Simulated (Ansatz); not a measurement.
**AlGaN2: enthalpy against pressure**

AlGaN2, P-4m2, a = 3.139 Å, c = 4.422 Å. The structure is a Materials Project entry; whether it is the stable form wasn't checked. Ansatz: r2SCAN, PAW, 500 eV, Γ-centred 8×8×6 mesh on 4 atoms, Gaussian smearing 0.02 eV; no spin polarisation. Cell and atoms are relaxed at each pressure, and no other structure is tried, so the rows at high pressure may lie past a change of phase. y is the enthalpy over the state at zero pressure; there V0 = 10.890 Å³/atom. The pressures are the targets, met within 0.06 GPa.

| P (GPa) | y (eV/atom) |
| --- | --- |
| -2.0 | -0.1366 |
| 0.0 | 0.0000 |
| 2.0 | 0.1353 |
| 5.0 | 0.3359 |
| 10.0 | ? |
| 20.0 | 1.3017 |
| 40.0 | 2.5126 |

Q: Fit y = c1 P + c2 P² + c3 P³ to the other rows, say what c1 and c2 mean, and predict the missing value.

A: Least squares on the rows shown. y = 0.067962 P − 0.00015902 P² + 7.5881×10⁻⁷ P³. Since dH/dP = V, c1 is V0: 0.067962 eV/GPa × 160.2 = 10.888 Å³ against 10.890; c2 = −V0/(2B0) gives B0 = 214 GPa, where a Birch–Murnaghan fit to the volumes of the same runs (not shown) gives 204 GPa: a cubic over this range folds the higher terms into c2. At P = 10.0 the fit asked for gives 0.6645 eV/atom. The run gave 0.6643 eV/atom, so the fit is 0.0002 eV/atom too high, a small miss on the scale of the series.